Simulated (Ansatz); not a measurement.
# SnO2 (Cassiterite) in Ansatz: convergence with ecutrho ratio

Input of the first run (ecutrho ratio 4); the others differ in this setting and in those tied to it:

Contents of input.yaml:

```yaml
crystal:
  lattice:
    - [4.738, 0.0, 0.0]
    - [0.0, 4.738, 0.0]
    - [0.0, 0.0, 3.1865]
  atoms:
    - { symbol: Sn, position: [0.5, 0.5, 0.5] }
    - { symbol: Sn, position: [0.0, 0.0, 0.0] }
    - { symbol: O, position: [0.8071, 0.1929, 0.5] }
    - { symbol: O, position: [0.6929, 0.6929, 0.0] }
    - { symbol: O, position: [0.1929, 0.8071, 0.5] }
    - { symbol: O, position: [0.3071, 0.3071, 0.0] }
hamiltonian:
  xc: r2scan
  pseudopotentials: { kind: paw }
kpoints:
  mp_grid: { grid: [5, 5, 7] }
scf:
  occupations: { method: methfessel_paxton, width: 0.05 }
output:
  forces: true
  stress: true
  eigenvalues: true
basis:
  ecutrho_ratio: 4
```

Potentials or basis: Ansatz PAW.

Run with:

```sh
$ ansatz run input.yaml --threads 2 --pin off --max-ram 5632MiB --backend cpu --events-out ev --progress --plain --runs-dir out
```

Hardware: 2 threads of Intel(R) Xeon(R) Processor @ 2.50GHz (Skylake/Cascade Lake), on a shared host.

| ecutrho ratio | energy less the tightest run, at zero smearing (meV/atom) | SCF cycles | CPU time (s) | peak memory (GiB) |
| --- | --- | --- | --- | --- |
| 4 | 0.04 | 7 | 15 | 0.52 |
| 5 | 0.03 | 7 | 16 | 0.58 |
| 6 | 0.02 | 7 | 17 | 0.68 |
| 8 | 0.01 | 7 | 20 | 0.83 |
| 10 | 0.00 | 7 | 24 | 1.1 |
| 12 | 0.00 | 7 | 26 | 1.1 |

Against the tightest run, the energy stays within 1 meV/atom from 4 on. The tightest run that finished is the yardstick and may itself not be fully converged.

Caveat, for the tightest run too: odd divisions of the mesh miss points on the zone boundary, where band edges often lie, so the gap on the mesh can be too wide; spin-orbit coupling is left out, which moves the levels of the heavy elements.
